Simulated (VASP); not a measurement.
A run of VASP 6.6.1 is set up as follows.

File INCAR:

```
SYSTEM = CeO
ALGO = Normal ; EDIFF = 1E-7
ENCUT = 520 ; GGA = CA
ISIF = 2 ; ISMEAR = 0
ISPIN = 2 ; LASPH = .True.
LCHARG = .False. ; LDAU = .True.
LDAUJ = 0 0 ; LDAUL = 3 -1
LDAUPRINT = 1 ; LDAUTYPE = 2
LDAUU = 5 0 ; LMAXMIX = 6
LORBIT = 11 ; LREAL = .False.
LWAVE = .False. ; MAGMOM = 1 0
NELM = 150 ; PREC = Accurate
SIGMA = 0.05
```

File KPOINTS:

```
k-points
0
Gamma
  9 9 9
  0 0 0
```

POSCAR

```
CeO
1.0
    1.2318552300      0.7112119500      3.9303922000
   -1.2318552300      0.7112119500      3.9303922000
    0.0000000000     -1.4224239000      3.9303922000
Ce O
1 1
Direct
    0.5000000000      0.5000000000      0.5000000000
    0.0000000000      0.0000000000      0.0000000000
```

Potentials or basis: VASP PAW LDA potentials, release 64 (Ce, O).

Command:

```sh
$ cat potpaw_LDA.64/Ce/POTCAR potpaw_LDA.64/O/POTCAR > POTCAR
$ mpirun -np 1 vasp_std > vasp.out
```

Task: What does it give for the net moment?

Result: 0.00 μB per cell.

Task: What does it give for the pressure?

Result: 143.9 GPa.

Task: Estimate the band gap on the k mesh.

Result: None (metal or under the smearing width).

Eigenvalues of the final occupation matrices:
```tsv
site	spin	trace	eigenvalues
site 1 f	1	0.73	0.04 0.04 0.04 0.08 0.09 0.09 0.36
site 1 f	2	0.73	0.04 0.04 0.04 0.08 0.09 0.09 0.36
```

Caveat: the magnetic or orbital state may not be the lowest; a pressure of tens of GPa on the cell as given is suspect, and the run, the potentials or the cell itself is likely at fault; spin-orbit coupling is left out, which moves the levels of the heavy elements. The state reached can hang on the start; a lower one may exist.
